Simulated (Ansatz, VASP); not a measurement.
**PbO: VASP beside Ansatz**

The input INCAR:

```
PREC     = Accurate       # precision mode
ENCUT    = 520            # plane-wave cutoff, eV
EDIFF    = 1E-7           # SCF threshold, eV
ISMEAR   = 0              # smearing method
SIGMA    = 0.01           # smearing width, eV
LREAL    = F              # projectors in reciprocal space
LASPH    = T              # aspherical terms in the spheres
NELM     = 100            # most SCF steps
ALGO     = Normal         # electronic algorithm
ISIF     = 2              # what is computed and relaxed
LWAVE    = F              # write WAVECAR
LCHARG   = T              # write CHGCAR
GGA      = PS             # functional
LELF     = T              # ELF
LVHAR    = T            
NBANDS   = 17             # bands
```

KPOINTS

```
Automatic mesh
0
Gamma
  6 6 6
```

The input POSCAR:

```
PbO
1.0
    0.0000000000      2.7987768025      2.7987768025
    2.7987768025      0.0000000000      2.7987768025
    2.7987768025      2.7987768025      0.0000000000
Pb O
1 1
Direct
    0.0000000000      0.0000000000      0.0000000000
    0.2500000000      0.2500000000      0.2500000000
```

Input for Ansatz:

```yaml
crystal:
  lattice:
    - [0.0, 2.7987768025, 2.7987768025]
    - [2.7987768025, 0.0, 2.7987768025]
    - [2.7987768025, 2.7987768025, 0.0]
  atoms:
    - { symbol: Pb, position: [0.0, 0.0, 0.0] }
    - { symbol: O, position: [0.25, 0.25, 0.25] }
kpoints:
  mp_grid: { grid: [6, 6, 6] }
hamiltonian:
  xc: pbesol
scf:
  occupations: { method: fixed }
  n_extra_bands: 4
output:
  forces: true
  stress: true
  eigenvalues: true
```

The cell was built by a generator and needn't be a form met in nature.

Alike in both runs: task single point; functional PBEsol; k mesh 6 × 6 × 6; no spin polarisation.

```csv
,VASP,Ansatz
version,VASP 6.6.1,Ansatz 0.2.0
potentials or method,"VASP PAW PBE potentials, release 64 (Pb_d, O)","plane waves, PAW"
plane-wave cutoff (eV),520,420
occupations,"gaussian, width 0.01 eV",fixed
valence electrons in the cell,20,20
```

```csv
,VASP,Ansatz,Ansatz less VASP
gap on the k mesh at the Fermi level (eV),0.39,0.39,0.000
pressure (GPa),-0.9,-0.9,+0.01
```

Caveats: the PAW data sets were made with another functional, which shifts forces and pressure a little (VASP); spin-orbit coupling is left out, which as a rule narrows the gap of such compounds by several tenths of an eV. A k mesh can miss the band edges. A hybrid or GW would open this gap; PBEsol tends to underestimate it.
